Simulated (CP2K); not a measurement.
**Li under changes of volume**

One of the cells (21.609 Å³/atom); the others are scaled copies at fixed shape and fractional positions:

```
Li
1.0
     3.03914    0.00000    0.00000
    -1.01305    2.86533    0.00000
    -1.01305   -1.43267    2.48145
Li
1
Direct
  0.00000 0.00000 0.00000
```

```yaml
Program: CP2K 2026.2
Functional: r2SCAN
Potentials_or_basis: POTENTIAL_UZH Li GTH-SCAN-q3; TZVP-MOLOPT-SCAN-GTH basis
Density_cutoff: 9184 eV
k_mesh: 11 × 11 × 11
Occupations: fermi-dirac, width 0.05 eV
Spin: no spin polarisation
```

```csv
volume (Å³/atom),energy over the lowest point (meV/atom),pressure (GPa)
20.312,1.33,0.5
20.744,0.27,0.2
21.177,0.00,0.0
21.609,0.44,-0.3
22.041,1.53,-0.5
22.473,?,?
22.905,5.48,-0.9
```

What does the run at 22.473 Å³/atom give?

Energy over the lowest point 3.23 meV/atom; pressure -0.7 GPa.

Worked out: A Birch-Murnaghan fit of order 3 (a polynomial in V^(-2/3)) to the other rows has its minimum at 21.12 Å³/atom with B0 = V·E''(V) = 13.1 GPa and B' = 3.2. It gives 3.23 meV/atom at 22.473 Å³/atom, against the run's 3.23, and -dE/dV = -0.7 GPa, against -0.7.

Energies are extrapolated to zero smearing.

Caveats: the basis of atomic orbitals isn't converged, which shifts pressures, moduli and gaps.
